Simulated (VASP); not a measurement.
Runs of VASP 6.6.1 on Ge. Symmetry: P4/mmm, No. 123, tetragonal system. The conventional cell has a = 2.695 Å, b = 2.695 Å, c = 2.720 Å, α = 90.00°, β = 90.00°, γ = 90.00°. Ge (site symmetry 4/mmm) is surrounded by 6 Ge at 2.70 to 2.72 Å. The cell was built by a generator and needn't be a form met in nature.

```csv
task,cell,k mesh,cutoff (eV),mesh quality,gap on the mesh (eV),pressure (GPa),relaxed volume (Å³/atom)
single point,"P4/mmm, 19.76 Å³/atom",6 × 6 × 6,520,coarse,none,1.1,-
single point,"Pm-3m, 19.91 Å³/atom",20 × 20 × 20,520,not flagged,none,0.0,-
relaxation of cell and atoms,relaxed,6 × 6 × 6,600,not flagged,none,0.2,19.81
relaxation of cell and atoms,relaxed,20 × 20 × 20,600,not flagged,none,0.0,(a)
```

Alike in all rows: level PBE; potentials or basis VASP PAW PBE potentials, release 64 (Ge_d); no spin polarisation; smearing gaussian 0.1 eV.

Q: Estimate the missing entries.

A: (a) 19.93.

Caveats: some runs use coarse meshes; the volume moved by over 15 % at a fixed basis, so the end points are rough (some runs).

A k mesh can miss the band edges, and the runs leave out spin-orbit coupling on Ge.

A gap of «none» marks a metal or a gap under the smearing width.
